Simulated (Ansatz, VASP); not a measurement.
Two plane-wave programs on TiO2

```
CELL_PARAMETERS angstrom
1.52670 0.88144 7.11847
-1.52670 0.88144 7.11847
0.00000 -1.76288 7.11847
ATOMIC_POSITIONS crystal
Ti 0.00000 0.00000 0.00000
O 0.37953 0.37953 0.37953
O 0.62047 0.62047 0.62047
```

Change from the starting cell: volume scaled by 1.06.

Alike in both runs: task single point; functional PBE; k mesh 10 × 10 × 10; occupations fermi-dirac, width 0.05 eV; no spin polarisation.

```csv
,VASP,Ansatz
version,VASP 6.6.1,Ansatz 0.2.0
potentials or method,"VASP PAW PBE potentials, release 64 (Ti_sv, O)",Ansatz PAW
plane-wave cutoff (eV),520,420
valence electrons in the cell,24,24
```

Ansatz gave:

| Property | Result |
| --- | --- |
| gap on the k mesh at the Fermi level (eV) | 2.51 |
| least direct gap on the mesh (eV) | 2.71 |
| pressure (GPa) | -7.1 |
| largest component of the traceless stress (GPa) | 2.42 |
| rms of the force components (eV/Å) | 0.401 |

Problem. Estimate VASP's values.

Solution. gap on the k mesh at the Fermi level (eV): 2.49; least direct gap on the mesh (eV): 2.69; pressure (GPa): -6.8; largest component of the traceless stress (GPa): 2.20; rms of the force components (eV/Å): 0.377.

Atom by atom the forces differ by 0.024 eV/Å (rms over components).

Caveats: the pressure holds a Pulay correction of +0.4 GPa for the finite cutoff (Ansatz). A k mesh can miss the band edges.
